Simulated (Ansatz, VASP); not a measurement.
## W: VASP beside Ansatz

```xyz
1
Lattice="0.0000 1.9502 1.9502 1.9502 0.0000 1.9502 1.9502 1.9502 0.0000" Properties=species:S:1:pos:R:3 pbc="T T T"
W     0.0000    0.0000    0.0000
```

Alike in both runs: task single point; functional PBE; k mesh 18 × 18 × 18; occupations gaussian, width 0.1 eV; no spin polarisation.

|  | VASP | Ansatz |
| --- | --- | --- |
| version | VASP 6.6.1 | Ansatz 0.2.0 |
| potentials or method | VASP PAW PBE potentials, release 64 (W_sv) | scalar-relativistic, plane waves, PAW |
| plane-wave cutoff (eV) | 520 | 420 |
| valence electrons in the cell | 14 | 14 |

|  | VASP | Ansatz | Ansatz less VASP |
| --- | --- | --- | --- |
| gap on the k mesh at the Fermi level (eV) | none | none | - |
| pressure (GPa) | 37.0 | 36.0 | -1.06 |

A gap of «none» marks a metal or a gap that the smearing closes. The functional is the same, so the differences come from potentials, cutoffs and numerics.

Caveats: so large a pressure means that the cell lies far from this level's equilibrium, or that cutoff or potentials fall short (VASP). Spin-orbit coupling is left out, which matters for the levels of W.
